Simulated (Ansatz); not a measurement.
# Compressing HfN

Method: DFT r2SCAN, scalar-relativistic, plane waves, PAW (Ansatz). (500 eV cutoff, 18×18×8 k-mesh, Gaussian smearing of 0.10 eV, no spin polarisation)

Reference structure (relaxed):

```xyz
4
Lattice="3.1443 0.0000 0.0000 -1.5722 2.7230 0.0000 0.0000 0.0000 5.4252" Properties=species:S:1:pos:R:3 pbc="T T T"
Hf    1.5722    0.9077    4.0689
Hf    0.0000    1.8154    1.3563
N     0.0000    0.0000    0.0000
N     0.0000    0.0000    2.7126
```

Cell and atoms are relaxed at each pressure within the symmetry of the start, at zero temperature, so transitions that lower the symmetry aren't seen. The k-mesh given is that at zero pressure and may differ at others. a, b and c are the lengths of the cell vectors above.

Spin–orbit coupling is left out, which can shift energies with elements as heavy as these.

| P (GPa) | V (Å³/atom) | V/V0 | a (Å) | b (Å) | c (Å) |
| --- | --- | --- | --- | --- | --- |
| -2 | 11.70 | 1.007 | 3.152 | 3.152 | 5.438 |
| 0 | 11.61 | 1.000 | 3.144 | 3.144 | 5.425 |
| 2 | 11.53 | 0.993 | 3.137 | 3.137 | 5.412 |
| 5 | 11.41 | 0.982 | 3.126 | 3.126 | 5.393 |
| 10 | 11.23 | 0.967 | 3.109 | 3.109 | 5.364 |
| 20 | 10.90 | 0.939 | 3.078 | 3.078 | 5.312 |
| 40 | 10.36 | 0.892 | 3.026 | 3.026 | 5.226 |

(1) What bulk modulus and pressure derivative fit these points?

Results:

(1) A third-order Birch–Murnaghan fit gives B0 = 277 GPa and B0' = 4.1.

This form isn't the usual stable structure of the compound.